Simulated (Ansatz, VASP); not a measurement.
**Cross-check of HfN (HfN strained to the junction's net) between VASP and Ansatz**

Aim: how closely do two programs agree when they are given the same cell, functional and k mesh? The cell is generated by rule, not measured, and may not be a known phase. The structure shown is the end of the Ansatz relaxation below.

Calculated with Ansatz 0.2.0; plane waves, with VASP 6.6.1 beside it; single point at PBE.

## Step 1: Starting point

It takes space group R-3m (No. 166, trigonal). Conventional cell: a = 3.111 Å, b = 3.111 Å, c = 8.114 Å, α = 90.00°, β = 90.00°, γ = 120.00°. Nearest to Hf lie 6 N at 2.25 Å. Nearest to N lie 6 Hf at 2.25 Å. Farther neighbours and most contacts between anions are not listed.

## Step 2: Ansatz: relaxation, PBE

Ansatz runs on its default PAW (the set named soft_2) files.

This run makes the geometry at which the two programs are then compared.

The input, input.yaml:

```yaml
crystal:
  lattice:
    - [3.111, 0.0, 0.0]
    - [-1.5555, 2.6942050312, 0.0]
    - [0.0, 0.0, 8.0042694562]
  atoms:
    - { symbol: Hf, position: [0.0, 0.0, 0.0] }
    - { symbol: "N", position: [0.3333333333, 0.6666666667, 0.1666666667] }
    - { symbol: Hf, position: [0.6666666667, 0.3333333333, 0.3333333333] }
    - { symbol: "N", position: [0.0, 0.0, 0.5] }
    - { symbol: Hf, position: [0.3333333333, 0.6666666667, 0.6666666667] }
    - { symbol: "N", position: [0.6666666667, 0.3333333333, 0.8333333333] }
kpoints:
  mp_grid: { grid: [12, 12, 4] }
scf:
  occupations: { method: fermi_dirac, width: 0.1 }
  max_iter: 150
hamiltonian:
  xc: pbe
relax:
  f_tol: 0.01
  max_steps: 40
  cell: { fix: [a, b, angles] }
```

The run is started by

```sh
> ansatz run input.yaml --threads 4 --pin off --max-ram 12288MiB --backend cpu --events-out ev --progress --plain --runs-dir out
```

Numbers of over 12 decimals in the logs are rounded to 6 here.

The program printed:

```text
Engine: ansatz 0.2.0, aarch64-unknown-linux-gnu
Pseudopotentials: kind: paw
Pseudopotential: Hf, paw, valence charge 26, recommended cutoff 420 eV (normal), Hf.paw.azcp
Pseudopotential: N, paw, valence charge 5, recommended cutoff 420 eV (normal), N.paw.azcp
Functional definition: PBE
  parameter kappa = 0.804
  parameter beta = 0.066725
  exchange = pbe_x(kappa = kappa, mu = beta*pi^2/3)
  correlation = pbe_c(beta = beta)
Crystal: 6 atoms, lattice volume = 67.089 Å³
Basis set: ecut = 420 eV, 1311 PW (Γ), exchange–correlation on 48×48×108 points (8 copies of the dense FFT grid, shifted against one another)
Bands: 56, of which v1, the nominal top of the filled ones, is band 47 counted from 1 (46 counted from 0)
Symmetry: 36 space group operations
Space group: R-3m (ITA 166), of the structure as read, at distance tolerance 4.1e-5 Å
k-points: 69 of 576
Non-local potential: Hf, projectors of the file, l = 0: 3, l = 1: 2, l = 2: 2, l = 3: 3
Non-local potential: N, projectors of the file, l = 0: 2, l = 1: 2, l = 2: 1
PAW form: soft (Blöchl's): semilocal exchange-correlation on the pseudo side does not see the compensation charge
PAW one-centre angular grid: Hf, 590 points (default); XC on 64 Gauss nodes
PAW one-centre angular grid: N, 110 points (default); XC on 64 Gauss nodes
Initial density: superposition of atomic densities (neutral atoms: chi_scale 0, normalization atom), corrected by the library's trained network
Initial wavefunctions: pseudopotential atomic-orbital guess
Functional: x = pbe(κ = 0.804, μ = 0.219515), c = pbe(β = 0.066725)
SCF iter   1: F=—  HF=-48325.866280 eV  |F-HF|=—  |Δ(HF+E_count)|=         —  Δρ=5.20e-3  dr2=2.08e-2  ethr=1.77e-3  ⟨swp⟩=5.1  Hψ=11715  notcnv=0  defer=4
preconditioner: auto → Kerker (q_TF=auto, 2.881 Å⁻¹)  [metal: Δε(μ)=0.052 eV  Ē_g=18.223 eV  σ=0.100 eV  W_gap=0.13  n_scr=36 (ndim 8)  ℏωp=42.3 eV  f_vac=0.000  D(μ)=1.62/eV (n_scr^D=4)]
SCF iter   2: F=—  HF=-48325.861358 eV  |F-HF|=—  |Δ(HF+E_count)|=   4.92e-3  Δρ=1.56e-3  dr2=1.22e-3  ethr=2.24e-5  ⟨swp⟩=2.0  Hψ=6721  notcnv=0  defer=8
SCF iter   3: F=—  HF=-48325.860897 eV  |F-HF|=—  |Δ(HF+E_count)|=   4.61e-4  Δρ=7.99e-4  dr2=2.57e-4  ethr=1.32e-6  ⟨swp⟩=2.0  Hψ=5856  notcnv=0  defer=8
SCF iter   4: F=—  HF=-48325.860841 eV  |F-HF|=—  |Δ(HF+E_count)|=   5.55e-5  Δρ=3.38e-4  dr2=3.25e-5  ethr=2.77e-7  ⟨swp⟩=2.0  Hψ=6960  notcnv=0  defer=8
SCF iter   5: F=—  HF=-48325.860776 eV  |F-HF|=—  |Δ(HF+E_count)|=   6.51e-5  Δρ=6.97e-5  dr2=1.34e-6  ethr=3.50e-8  ⟨swp⟩=2.3  Hψ=6751  notcnv=0  defer=8
SCF iter   6: F=—  HF=-48325.860776 eV  |F-HF|=—  |Δ(HF+E_count)|=   2.63e-7  Δρ=1.27e-5  dr2=8.65e-8  ethr=1.08e-10  ⟨swp⟩=4.6  Hψ=19148  notcnv=0
SCF iter   7: F=-48325.860776 eV  HF=-48325.860776 eV  |F-HF|=5.65e-9  |Δ(HF+E_count)|=   2.21e-8  Δρ=3.55e-6  dr2=9.40e-9  ethr=9.30e-11  ⟨swp⟩=4.7  Hψ=14682  notcnv=0
SCF 1 converged in 7 iterations: F = -48325.860776 eV  dr2 = 9.40e-9
  greatest PAW one-centre occupation: 0.998 electrons in one spin orbital (limit 2), on the Hf atom at site 4 (counted from 0), in its partial waves of l = 0
relax step   1: F+E_penalty+E_count = -48325.86077603 eV  Δ(F+E_penalty+E_count) = +0.000e0 eV  max|allowed force component| = 3.427e-28 eV/Å  Δτ_max = 0.0000 Å  P = +14.842 GPa  Ω = 67.089 Å³  fix = [a, b, alpha, beta, gamma]  reactions: a +19.019, b +19.019 GPa  (7 SCF iters, dr2 threshold 1.00e-7 eV, accepted)
[...]
relax step   4: F+E_penalty+E_count = -48325.87599565 eV  Δ(F+E_penalty+E_count) = -5.005e-5 eV  max|allowed force component| = 3.996e-27 eV/Å  Δτ_max = 0.0000 Å  P = +10.628 GPa  Ω = 67.994 Å³  energy of the carried Pulay correction = -2.961e-3 eV  fix = [a, b, alpha, beta, gamma]  reactions: a +15.941, b +15.941 GPa  (4 SCF iters, dr2 threshold 2.37e-8 eV, accepted)
[...]
relax step   5: F+E_penalty+E_count = -48325.87919598 eV  Δ(F+E_penalty+E_count) = -3.200e-3 eV  max|allowed force component| = 1.300e-28 eV/Å  Δτ_max = 0.0000 Å  P = +10.684 GPa  Ω = 67.994 Å³  fix = [a, b, alpha, beta, gamma]  reactions: a +15.970, b +15.970 GPa  stress off target by 1.14e-1 GPa on what of the cell is left free  SCF on the basis re-selected at this cell (its energy is not comparable with the rows above)  (7 SCF iters)
[...]
relax step   6: F+E_penalty+E_count = -48325.87915082 eV  Δ(F+E_penalty+E_count) = +4.516e-5 eV  max|allowed force component| = 4.034e-28 eV/Å  Δτ_max = 0.0000 Å  P = +10.613 GPa  Ω = 68.010 Å³  energy of the carried Pulay correction = -5.096e-5 eV  fix = [a, b, alpha, beta, gamma]  reactions: a +15.918, b +15.918 GPa  (4 SCF iters, dr2 threshold 3.23e-8 eV, accepted)
[...]
relax step   7: F+E_penalty+E_count = -48325.87920769 eV  Δ(F+E_penalty+E_count) = -5.687e-5 eV  max|allowed force component| = 1.696e-28 eV/Å  Δτ_max = 0.0000 Å  P = +10.613 GPa  Ω = 68.010 Å³  fix = [a, b, alpha, beta, gamma]  reactions: a +15.918, b +15.918 GPa  stress off target by 3.29e-3 GPa on what of the cell is left free  SCF on the basis re-selected at this cell (its energy is not comparable with the rows above)  (4 SCF iters)
basis re-selected at this cell: Δ(F+E_penalty+E_count) = -5.687e-5 eV, ΔP = +0.001 GPa vs the last step (what re-selecting the basis moved, of the pressure what is left beyond the Pulay correction that the steps carried, after the strain that the cell walked since its last selection, with what the two solves' SCF thresholds leave and, on support functions, any second-order correction that the steps lacked; it is no m [...]
SCF converged after 4 iterations
Free energy (F): -48325.879208 eV
Harris-Foulkes:  -48325.879208 eV  (|F-HF|=3.64e-11)
Internal energy: -48325.826023 eV  (E = F + TS)
E sigma→0 (E₀):  -48325.852615 eV
Entropy (-TS):   -0.053185 eV (-8.864 meV/atom)
Fermi energy:    24.252391 eV
--- Per-component energies (eV) ---
  E_band       = 586.845173
  E_kinetic    = 1676.143923
  E_local      = -14020.601550  (includes V_loc(G=0)·N_el)
  E_nonlocal   = -3594.494658
  E_hartree    = 6676.107415
  E_xc         = -1086.867770
  E_vxc        = -1037.104175  (∫ρ·V_xc dr)
  E_paw        = -21165.537625  (= ΣΔE_a)
  E_vpaw       = 4210.686589  (= ΣTr[D̂ρ^β])
  E_aug_tail   = 0.000287  (compensation charges beyond the density's cutoff)
  E_ewald      = -16810.576044
  E_smearing   = -0.053185  (= −TS)
  E_closure    = 0.000000  (closes the sum)
  Σ components = -48325.879208   (vs F -48325.879208, Δ=0.00e0)
--- Forces (eV/Å), atoms counted from 1 ---
  atom   1  Hf    -0.00000000    -0.00000000     0.00000000
  atom   2  N     -0.00000000     0.00000000     0.00000000
  atom   3  Hf    -0.00000000    -0.00000000     0.00000000
  atom   4  N     -0.00000000     0.00000000     0.00000000
  atom   5  Hf     0.00000000     0.00000000     0.00000000
  atom   6  N      0.00000000    -0.00000000     0.00000000
  max |Σ_I F_I| component: 1.91e-28 eV/Å
--- Stress (GPa, compression-positive) ---
       15.918216      -0.000000       0.000000
       -0.000000      15.918216       0.000000
        0.000000       0.000000       0.003289
  P = ⅓ Tr σ = 10.6132 GPa (106.132 kbar)
--- Relaxed structure (5 steps of the walk, 5 accepted, 2 SCFs on fresh bases) ---
  F+E_penalty+E_count = -48325.87920769 eV   max|allowed force component| = 1.696e-28 eV/Å   (the final SCF, on the basis selected at the relaxed cell)
  cell:  # Å, volume = 68.0100 Å³
    - [3.111000, 0, 0]
    - [-1.555500, 2.694205, 0]
    - [0, 0, 8.114137]
  atoms:
    - { symbol: Hf, position: [0, 0, 0] }
    - { symbol: N, position: [0.333333, 0.666667, 0.166667] }
    - { symbol: Hf, position: [0.666667, 0.333333, 0.333333] }
    - { symbol: N, position: [0, 0, 0.500000] }
    - { symbol: Hf, position: [0.333333, 0.666667, 0.666667] }
    - { symbol: N, position: [0.666667, 0.333333, 0.833333] }
```

## Step 3: VASP: single point, PBE

The same cell, functional, mesh and smearing now go to VASP, with its own data sets.

Lines of VASP's logs that name or quote its potential files are left out, and so is its time.

The input, INCAR:

```
SYSTEM = HfN
PREC = Accurate
ENCUT = 600
EDIFF = 1E-06
NELM = 120
ISMEAR = -1
SIGMA = 0.1
LREAL = .FALSE.
ALGO = Normal
GGA = PE
NBANDS = 28
LASPH = .TRUE.
LORBIT = 11
LWAVE = .FALSE.
LCHARG = .FALSE.
ISIF = 2
GGA_COMPAT = .FALSE.
KPAR = 2
```

The input, POSCAR:

```
HfN
1.0
    3.1110000000      0.0000000000      0.0000000000
   -1.5555000000      2.6942050312      0.0000000000
    0.0000000000      0.0000000000      8.1141374728
Hf N
3 3
Direct
    0.0000000000      0.0000000000      0.0000000000
    0.6666666667      0.3333333333      0.3333333333
    0.3333333333      0.6666666667      0.6666666667
    0.3333333333      0.6666666667      0.1666666667
    0.0000000000      0.0000000000      0.5000000000
    0.6666666667      0.3333333333      0.8333333333
```

The input, KPOINTS:

```
Automatic mesh
0
Gamma
12 12 4
0 0 0
```

Potentials, in the order of the species: Hf_pv and N (PBE family, release 64).

The run is started by

```sh
> mpirun -np 2 vasp_std
```

The program printed:

```text
[banner, memory and clock lines left out]
running    2 mpi-ranks, on    1 nodes
 distrk:  each k-point on    1 cores,    2 groups
 distr:  one band on    1 cores,    1 groups

 POSCAR found type information on POSCAR HfN
 POSCAR found :  2 types and       6 ions
 LDA part: xc-table for (Slater+PW92), standard interpolation
 POSCAR, INCAR and KPOINTS ok, starting setup
 FFT: planning ... GRIDC
 FFT: planning ... GRID_SOFT
 FFT: planning ... GRID
 WAVECAR not read
 entering main loop
       N       E                     dE             d eps       ncg     rms          rms(c)
DAV:   1     0.243049611965E+03    0.24305E+03   -0.27266E+04  3864   0.178E+03
DAV:   2    -0.592122285358E+02   -0.30226E+03   -0.29410E+03  4860   0.421E+02
DAV:   3    -0.738914106007E+02   -0.14679E+02   -0.14492E+02  4880   0.809E+01
DAV:   4    -0.741142747010E+02   -0.22286E+00   -0.21876E+00  4956   0.964E+00
DAV:   5    -0.741173079776E+02   -0.30333E-02   -0.30103E-02  4908   0.880E-01    0.875E+01
DAV:   6    -0.652650904252E+02    0.88522E+01   -0.52786E+01  4476   0.345E+01    0.711E+01
DAV:   7    -0.651762955606E+02    0.88795E-01   -0.40014E+00  4444   0.115E+01    0.255E+01
DAV:   8    -0.651325702049E+02    0.43725E-01   -0.22950E-01  5048   0.271E+00    0.342E+00
DAV:   9    -0.651243194705E+02    0.82507E-02   -0.52261E-02  4512   0.130E+00    0.325E+00
DAV:  10    -0.651229014304E+02    0.14180E-02   -0.94183E-03  4608   0.554E-01    0.326E-01
DAV:  11    -0.651228930236E+02    0.84068E-05   -0.64855E-04  4640   0.160E-01    0.309E-01
DAV:  12    -0.651228793954E+02    0.13628E-04   -0.78807E-05  4780   0.478E-02    0.810E-02
DAV:  13    -0.651228808325E+02   -0.14371E-05   -0.32971E-06  3988   0.124E-02    0.146E-02
DAV:  14    -0.651228808199E+02    0.12629E-07   -0.68989E-08  2712   0.209E-03
   1 F= -.65122881E+02 E0= -.65096528E+02  d E =-.527060E-01
```

Parts of OUTCAR (step 3):

```text
ion  position               nearest neighbor table
   1  0.000  0.000  0.000-   4 2.25   6 2.25   6 2.25   4 2.25   6 2.25   4 2.25   2 3.25   3 3.25
                             3 3.25   2 3.25   2 3.25   3 3.25
   2  0.667  0.333  0.333-   4 2.25   4 2.25   4 2.25   5 2.25   5 2.25   5 2.25   1 3.25   1 3.25
                             1 3.25   3 3.25   3 3.25   3 3.25
   3  0.333  0.667  0.667-   6 2.25   6 2.25   6 2.25   5 2.25   5 2.25   5 2.25   1 3.25   1 3.25
                             1 3.25   2 3.25   2 3.25   2 3.25
   4  0.333  0.667  0.167-   2 2.25   2 2.25   2 2.25   1 2.25   1 2.25   1 2.25
   5  0.000  0.000  0.500-   2 2.25   3 2.25   2 2.25   3 2.25   2 2.25   3 2.25
   6  0.667  0.333  0.833-   3 2.25   3 2.25   3 2.25   1 2.25   1 2.25   1 2.25

  LATTYP: Found a hexagonal cell.
 ALAT       =     3.1110000000
 C/A-ratio  =     2.6082087666

 Subroutine GETGRP returns: Found 12 space group operations
 (whereof 12 operations were pure point group operations)

The static configuration has the point symmetry D_3d.

 Found     69 irreducible k-points:

   k-points           NKPTS =     69   k-points in BZ     NKDIM =     69   number of bands    NBANDS=     28

   dimension x,y,z NGX =    28 NGY =   28 NGZ =   70
   dimension x,y,z NGXF=    56 NGYF=   56 NGZF=  140

   ENCUT  =  600.0 eV  44.10 Ry    6.64 a.u.   6.21  6.21 16.21*2*pi/ulx,y,z

   NELECT =      45.0000    total number of electrons

 k-points in reciprocal lattice and weights: Automatic mesh
   0.00000000  0.00000000  0.00000000       0.002
   0.08333333  0.00000000  0.00000000       0.010
   0.16666667  0.00000000  0.00000000       0.010
   0.25000000  0.00000000  0.00000000       0.010
   0.33333333  0.00000000  0.00000000       0.010
   0.41666667  0.00000000  0.00000000       0.010
   0.50000000  0.00000000  0.00000000       0.005
   0.08333333  0.08333333  0.00000000       0.010
   0.16666667  0.08333333  0.00000000       0.021
[...]
0.33333333  0.25000000  0.50000000       0.021
   0.33333333  0.33333333  0.50000000       0.003

 average (electrostatic) potential at core
       1 -34.4856       2 -34.4856       3 -34.4856       4 -61.4031       5 -61.4031
       6 -61.4031

 E-fermi :   8.4734

 k-point     1 :       0.0000    0.0000    0.0000
  band No.  band energies     occupation
    ...
     20       5.6329      2.00000
     21       5.6329      2.00000
     22       7.4323      1.99994
     23       8.4630      1.05162
     24       8.4630      1.05162
     25       9.9555      0.00000
     26       9.9555      0.00000
     27      10.6176      0.00000
     28      10.6454      0.00000

 k-point     2 :       0.0833    0.0000    0.0000
  band No.  band energies     occupation
    ...
     19       4.8102      2.00000
     20       5.0579      2.00000
     21       5.3608      2.00000
     22       7.6178      1.99962
     23       8.4777      0.97835
     24       8.7593      0.10839
     25       9.2436      0.00090
     26       9.8228      0.00000
     27      10.5197      0.00000
     28      10.9290      0.00000

 k-point     3 :       0.1667    0.0000    0.0000
  band No.  band energies     occupation
    ...
     19       3.7726      2.00000
     20       4.2823      2.00000
     21       4.7765      2.00000
     22       7.8816      1.99463
     23       8.0731      1.96411
     24       8.7423      0.12717
     25       9.5094      0.00006
     26      10.0653      0.00000
     27      10.5211      0.00000
     28      11.7085      0.00000

  Total        5.7107032      5.7107032     -1.1433145      0.0000000      0.0000000      0.0000000
  in kB      134.5324832    134.5324832    -26.9341495      0.0000000      0.0000000      0.0000000
  external PRESSURE =      80.7102723 kB  Pullay stress =       0.0000000 kB

  energy-cutoff  :      600.00
  volume of cell :       68.01
      direct lattice vectors                 reciprocal lattice vectors
     3.111000000  0.000000000  0.000000000     0.321440051  0.185583500  0.000000000
    -1.555500000  2.694205031  0.000000000     0.000000000  0.371167000  0.000000000
     0.000000000  0.000000000  8.114137473     0.000000000  0.000000000  0.123241688

 POSITION                                       TOTAL-FORCE (eV/Angst)
 -----------------------------------------------------------------------------------
      0.00000      0.00000      0.00000        -0.000000     -0.000000     -0.000000
      1.55550      0.89807      2.70471         0.000000     -0.000000     -0.000000
     -0.00000      1.79614      5.40942         0.000000      0.000000      0.000000
     -0.00000      1.79614      1.35236         0.000000      0.000000     -0.000000
      0.00000      0.00000      4.05707         0.000000     -0.000000     -0.000000
      1.55550      0.89807      6.76178         0.000000     -0.000000     -0.000000
 -----------------------------------------------------------------------------------
    total drift:                               -0.000000      0.000000      0.000000

  FREE ENERGIE OF THE ION-ELECTRON SYSTEM (eV)
  ---------------------------------------------------
  free  energy   TOTEN  =       -65.1228808199 eV

  energy  without entropy=      -65.0701748434  energy(sigma->0) =      -65.09652783

 total charge
# of ion       s       p       d       tot
------------------------------------------
    1        0.298   6.590   1.789   8.678
    2        0.298   6.590   1.789   8.678
    3        0.298   6.590   1.789   8.678
    4        1.233   2.513   0.000   3.747
    5        1.233   2.513   0.000   3.747
    6        1.233   2.513   0.000   3.747
--------------------------------------------------
tot          4.595  27.311   5.368  37.274

[... 3 further parts left out ...]
```

The run ends at a pressure of 8.07 GPa.

## Step 4: Comparison

Known differences besides the potentials themselves: the data sets hold 93 valence electrons in Ansatz (on its default PAW (the set named soft_2) files) and 45 in VASP; the cutoff is 420 eV in Ansatz and 600 eV in VASP; Ansatz's pressure holds a Pulay correction, VASP's none. Total energies have different zeros and are not compared.

The two programs side by side:

| quantity | Ansatz | VASP | difference |
| --- | --- | --- | --- |
| pressure (GPa) | 10.61 | 8.07 | +2.54 |

## Step 5: Summary of results

```
difference in pressure (single point, PBE) : 2.5 GPa
```

**Reading.** The difference in pressure is 2.5 GPa (single point, PBE), beyond the 1 GPa picked in this series as the mark of a large difference. The data sets hold unlike numbers of valence electrons (93 in Ansatz and 45 in VASP), so part of the differences comes from the potentials. What causes the difference of the single point, PBE pair stays open here. How closely two codes agree says nothing of how well the functional describes the real material.

[Lines on the potential files, build, host, timing and source positions are cut from VASP's logs without a mark.]

[Logs are printed without paths, hosts, clocks, repeated set-up lines and the standing remarks that a program may print on its own settings, such as how far it seeks lower states.]

[Hosts, paths, dates, database ids (printed as entryN), source tags and the programs' standing remarks are cut or masked in the printed files.]
